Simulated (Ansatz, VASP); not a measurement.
CdInS2 in VASP and in Ansatz

The input INCAR:

```
ALGO = Normal
EDIFF = 1E-7
ENCUT = 520
GGA = PE
ISIF = 2
ISMEAR = -1
LASPH = True
LCHARG = False
LREAL = False
LWAVE = False
NBANDS = 26
NELM = 100
PREC = Accurate
SIGMA = 0.05
```

The input KPOINTS:

```
k-points
0
Gamma
  8 8 4
```

POSCAR

```
CdInS2
1.0
    3.9453878829      0.0000000000      0.0000000000
   -1.9726939415      3.4168061344      0.0000000000
    0.0000000000      0.0000000000      6.9441026959
In Cd S
1 1 2
Direct
    0.0000000000      0.0000000000      0.5000000000
    0.0000000000      0.0000000000      0.0000000000
    0.3333333333      0.6666666667      0.2449510000
    0.6666666667      0.3333333333      0.7550490000
```

File input.yaml:

```yaml
crystal:
  lattice:
    - [3.9453878829, 0.0, 0.0]
    - [-1.9726939415, 3.4168061344, 0.0]
    - [0.0, 0.0, 6.9441026959]
  atoms:
    - { symbol: In, position: [0.0, 0.0, 0.5] }
    - { symbol: Cd, position: [0.0, 0.0, 0.0] }
    - { symbol: S, position: [0.3333333333, 0.6666666667, 0.244951] }
    - { symbol: S, position: [0.6666666667, 0.3333333333, 0.755049] }
hamiltonian:
  xc: pbe
  pseudopotentials: { kind: paw }
kpoints:
  mp_grid: { grid: [8, 8, 4] }
scf:
  occupations: { method: fermi_dirac, width: 0.05 }
output:
  forces: true
  stress: true
  eigenvalues: true
```

Change from the starting cell: volume scaled by 1.06.

Alike in both runs: task single point; functional PBE; k mesh 8 × 8 × 4; occupations fermi-dirac, width 0.05 eV; no spin polarisation.

|  | VASP | Ansatz |
| --- | --- | --- |
| version | VASP 6.6.1 | Ansatz 0.2.0 |
| potentials or method | VASP PAW PBE potentials, release 64 (In_d, Cd, S) | Ansatz PAW |
| plane-wave cutoff (eV) | 520 | 420 |
| valence electrons in the cell | 37 | 45 |

```tsv
	VASP	Ansatz	Ansatz less VASP
gap on the k mesh at the Fermi level (eV)	none	none	-
pressure (GPa)	-3.1	-3.2	-0.10
largest component of the traceless stress (GPa)	0.39	0.41	+0.024
rms of the force components (eV/Å)	0.024	0.033	+0.0086
```

Atom by atom the forces differ by 0.009 eV/Å (rms over components). A gap of «none» marks a metal or a gap that the smearing closes. With one functional, cell and mesh, what is left measures potentials, basis and numerics. The two sets of potentials don't hold the same shells in valence.
